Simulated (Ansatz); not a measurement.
## Au under changes of volume

One of the cells (16.855 Å³/atom); the others are scaled copies at fixed shape and fractional positions:

```
Au
1.0
     0.00000    2.03500    2.03500
     2.03500    0.00000    2.03500
     2.03500    2.03500    0.00000
Au
1
Direct
  0.00000 0.00000 0.00000
```

* Program: Ansatz 0.2.0
* Functional: B3LYP
* Potentials or basis: Ansatz PAW
* Cutoff: 420 eV (not typed: the program's choice for these potentials)
* k mesh: 6 × 6 × 6
* Occupations: fermi-dirac, width 0.05 eV
* Spin: no spin polarisation

```csv
volume (Å³/atom),energy over the lowest point (meV/atom),pressure (GPa)
15.843,251.43,34.9
16.181,184.19,29.0
16.518,128.86,23.7
16.855,83.87,19.1
17.192,?,?
17.529,20.35,11.3
17.866,0.00,8.1
```

Question: What does the run at 17.192 Å³/atom give?

Answer: Energy over the lowest point 48.08 meV/atom; pressure 15.0 GPa.

Worked out: A Birch-Murnaghan fit of order 3 (a polynomial in V^(-2/3)) to the other rows has no minimum within the range. It gives 48.02 meV/atom at 17.192 Å³/atom, against the run's 48.08, and -dE/dV = 15.0 GPa, against 15.0.

Energies are extrapolated to zero smearing.

Caveats: all runs use coarse meshes; the PAW data sets come from PBE, with cores solved anew for the run's functional, which leaves a small shift of forces and pressure; the thresholds are loose for stress.
